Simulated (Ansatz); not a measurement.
Bulk crystal (Ag) after relaxation:

```
Ag
1.0
     2.93418    0.00000    0.00000
    -1.46709    2.54107    0.00000
     0.00000    0.00000    4.79908
Ag
2
Cartesian
  0.0000 1.6940 1.1998
  1.4671 0.8470 3.5993
```

Miller indices refer to the conventional cell of P6_3/mmc (No. 194), a = 2.934 Å, b = 2.934 Å, c = 4.799 Å, α = 90.00°, β = 90.00°, γ = 120.00°.

Method: DFT PBE, scalar-relativistic, plane waves, PAW (Ansatz 0.2.0). Cutoff 420 eV, Gaussian smearing of 0.10 eV, no spin polarisation. A dipole correction acts along the normal.

A relaxed slab with low-index faces, about a nanometre thick, has these properties:

For this slab, the surface energy (mean of both faces) is 0.73 J/m² and the work function is 4.39 eV.

(1) Which low-index plane was cut?

Results:

(1) The (001) plane.

The reference crystal is a form of Ag, which isn't its usual structure.